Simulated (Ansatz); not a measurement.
**Structure relaxation of AlRu2**

Theory: Ansatz, DFT PBE, scalar-relativistic, plane waves, PAW. Cutoff 420 eV, Γ-centred k mesh, Gaussian smearing, no spin polarisation in the final step.

AlRu2 was placed on the anatase structure type (I4_1/amd, No. 141), with Al in place of Ti, Ru in place of O, at a guessed volume.

```
Al Ru
1.0
    -2.04199    2.04199    5.13277
     2.04199   -2.04199    5.13277
     2.04199    2.04199   -5.13277
Al Ru
2 4
Direct
  0.00000 0.00000 0.00000
  0.75000 0.25000 0.50000
  0.20660 0.20660 0.00000
  0.95660 0.45660 0.50000
  0.54340 0.04340 0.50000
  0.79340 0.79340 0.00000
```

Steps on the 6×6×6 mesh (6 atoms). 12 of 17 steps are shown, and the free energy counts from the last. Trial steps that were taken back and renewals of the plane-wave basis can be among the rows.

| step | ΔF (meV/atom) | V (Å³/atom) | P (GPa) | largest force component (eV/Å) |
| --- | --- | --- | --- | --- |
| 1 | 1992.8 | 14.27 | 70.96 | 4.924 |
| 2 | 1251.5 | 16.13 | 28.56 | 2.055 |
| 4 | 774.1 | 17.16 | 0.56 | 1.197 |
| 5 | 632.0 | 16.66 | -1.63 | 1.511 |
| 7 | 350.0 | 15.02 | 4.30 | 2.079 |
| 8 | 199.7 | 14.28 | 10.65 | 2.027 |
| 10 | 35.1 | 15.09 | -2.95 | 0.229 |
| 11 | 27.4 | 15.11 | -2.17 | 0.165 |
| 13 | 25.3 | 15.00 | 0.00 | 0.005 |
| 14 | 3.0 | 15.00 | 2.42 | 0.007 |
| 16 | 0.1 | 15.17 | 0.01 | 0.001 |
| 17 | 0.0 | 15.17 | 0.00 | 0.001 |

A final relaxation ran on a 12×12×12 mesh. The relaxed crystal, I4_1/amd (No. 141):

```cif
data_structure
_symmetry_space_group_name_H-M 'I4_1/amd:1'
_symmetry_Int_Tables_number 141
_cell_length_a 4.8086
_cell_length_b 4.8086
_cell_length_c 7.8649
_cell_angle_alpha 90.000
_cell_angle_beta 90.000
_cell_angle_gamma 90.000
_cell_volume 181.85
loop_
_atom_site_label
_atom_site_type_symbol
_atom_site_symmetry_multiplicity
_atom_site_Wyckoff_symbol
_atom_site_fract_x
_atom_site_fract_y
_atom_site_fract_z
_atom_site_occupancy
Al1 Al 4 a 0.00000 0.00000 0.00000 1
Ru1 Ru 8 e 0.00000 0.00000 0.33169 1
```

* Volume per atom: 15.15 Å³
* Density: 8.37 g/cm³
* Energy over the elements: 0.36 eV/atom
* Gap on the 12×12×12 mesh: 0 eV (a metal)

The zero of energy is the elements' standard structures at the same level; no fitted shifts are applied.

The final run used a 12×12×12 mesh on its 6-atom cell and 0.10 eV smearing. The k mesh leaves about 4 meV/atom of noise in metals.

A structure relaxed within its symmetry needn't be a true minimum.

Cost: 3 runs of about 2.6 core-minutes in all, on Intel Xeon 6975P-C (Granite Rapids) (shared hosts).